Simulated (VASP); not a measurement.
# HfO2: relaxation of cell and atoms with PBE+D3(BJ)

The system is HfO2.

```
CELL_PARAMETERS angstrom
3.55802 0.00000 0.00000
0.00000 3.55802 0.00000
0.00000 0.00000 5.17186
ATOMIC_POSITIONS crystal
Hf 0.00000 0.00000 0.00000
Hf 0.50000 0.50000 0.50000
O 0.00000 0.50000 0.19721
O 0.50000 0.00000 0.30279
O 0.50000 0.00000 0.80279
O 0.00000 0.50000 0.69721
```

Measurements of this composition are mostly on another form, of space group No. 14.

```yaml
Program: VASP 6.6.1
Task: relaxation of cell and atoms
Functional: PBE
Dispersion: D3(BJ)
Potentials_or_basis: VASP PAW PBE potentials, release 64 (Hf_pv, O)
Cutoff: 600 eV
k_mesh: 8 × 8 × 4
Occupations: gaussian, width 0.02 eV
Spin: no spin polarisation
Ladder: gaps
Further_INCAR_settings: ALGO = Normal; EDIFF = 1e-07; IBRION = 2; EDIFFG = -0.01; NSW = 60; ISIF = 3
```

* Relaxed volume: 11.00 Å³/atom
* Relaxed cell: a = 3.571 Å, b = 3.571 Å, c = 5.174 Å, α = 90.00°, β = 90.00°, γ = 90.00°
* Space group after relaxing (to 0.05 Å): P4_2/nmc (No. 137)
* Energy gained by relaxing: 1.1 meV/atom
* Ionic steps: 10
* Pressure after relaxing: -0.1 GPa
* Band gap on the k mesh: 4.69 eV, indirect (least direct gap 4.77 eV)
* Dispersion energy per atom: -0.237 eV

Stress tensor (GPa, compression positive):
```
-0.09  0.00  0.00
 0.00 -0.09  0.00
 0.00  0.00  0.01
```

The path:
```tsv
step	energy change (eV)	largest force (eV/Å)	pressure (GPa)	volume (Å³)
1	0.0000	0.0954	2.59	65.47
2	0.0082	0.0622	-4.03	67.16
3	-0.0056	0.0319	-0.11	66.12
4	-0.0056	0.0332	-0.02	66.11
5	-0.0058	0.0294	-0.01	66.08
6	-0.0062	0.0182	0.04	66.01
7	-0.0060	0.0028	0.14	65.86
8	-0.0062	0.0116	0.07	65.96
9	-0.0063	0.0081	-0.15	66.00
10	-0.0063	0.0011	-0.06	65.98
```

Final structure:
```
CELL_PARAMETERS angstrom
3.57095 0.00000 0.00000
0.00000 3.57095 0.00000
0.00000 0.00000 5.17416
ATOMIC_POSITIONS crystal
Hf 0.00000 0.00000 0.00000
Hf 0.50000 0.50000 0.50000
O 0.00000 0.50000 0.19934
O 0.50000 0.00000 0.30066
O 0.50000 0.00000 0.80066
O 0.00000 0.50000 0.69934
```

Levels at points of the mesh, in eV from the valence-band top:
| k point | band 20 | band 21 | band 22 | band 23 | band 24 | band 25 |
| --- | --- | --- | --- | --- | --- | --- |
| (0.00, 0.00, 0.00) | -0.12 | -0.08 | -0.08 | 4.69 | 4.70 | 5.87 |
| (0.50, 0.00, 0.00) | -1.44 | -0.13 | -0.13 | 5.10 | 5.10 | 6.10 |
| (0.50, 0.50, 0.00) | -0.79 | -0.48 | -0.48 | 5.66 | 5.66 | 6.10 |
| (0.00, 0.00, 0.50) | -0.61 | 0.00 | 0.00 | 5.35 | 5.35 | 5.63 |
| (0.50, 0.00, 0.50) | -1.38 | -0.97 | -0.97 | 5.24 | 5.24 | 5.58 |
| (0.50, 0.50, 0.50) | -1.38 | -0.03 | -0.03 | 5.93 | 5.93 | 6.22 |

It took 5.6 min on 2 MPI ranks on Intel(R) Xeon(R) Platinum 8259CL CPU @ 2.50GHz (Skylake/Cascade Lake) (shared host), peak memory 0.24 GiB a rank.

Caveat: spin-orbit coupling is left out, which moves the levels of the heavy elements. A k mesh can miss the band edges.
